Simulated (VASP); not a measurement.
Here is a VASP 6.6.1 calculation.

Contents of INCAR:

```
  ALGO = Fast
  EDIFF = 1E-6
  ENCUT = 500
  GGA = PE
  ISIF = 2
  ISMEAR = 0
  LASPH = True
  LCHARG = True
  LELF = True
  LREAL = False
  LVHAR = True
  LWAVE = False
  NBANDS = 15
  NELM = 80
  PREC = Accurate
  SIGMA = 0.02
```

File KPOINTS:

```
k-points
0
Gamma
  3 3 3
```

Contents of POSCAR:

```
CaSe
1.0
    0.0000000000      3.3000000000      3.3000000000
    3.3000000000      0.0000000000      3.3000000000
    3.3000000000      3.3000000000      0.0000000000
Se Ca
1 1
Direct
    0.2500000000      0.2500000000      0.2500000000
    0.0000000000      0.0000000000      0.0000000000
```

Potentials or basis: VASP PAW PBE potentials, release 64 (Se_GW, Ca_sv_GW).

Run with:

```sh
$ cat potpaw_PBE.64/Se_GW/POTCAR potpaw_PBE.64/Ca_sv_GW/POTCAR > POTCAR
$ mpirun -np 1 vasp_std > vasp.out
```

(1) What does it give for the pressure?

(2) Predict the band gap on the k mesh.

Results:

(1) -0.3 GPa.

(2) 3.15 eV, indirect (least direct gap 3.23 eV).

Caveat: the k mesh is coarse (spacing up to 0.55 Å⁻¹), so the values aren't converged; an odd mesh through Γ misses points on the zone boundary, where band edges often lie.
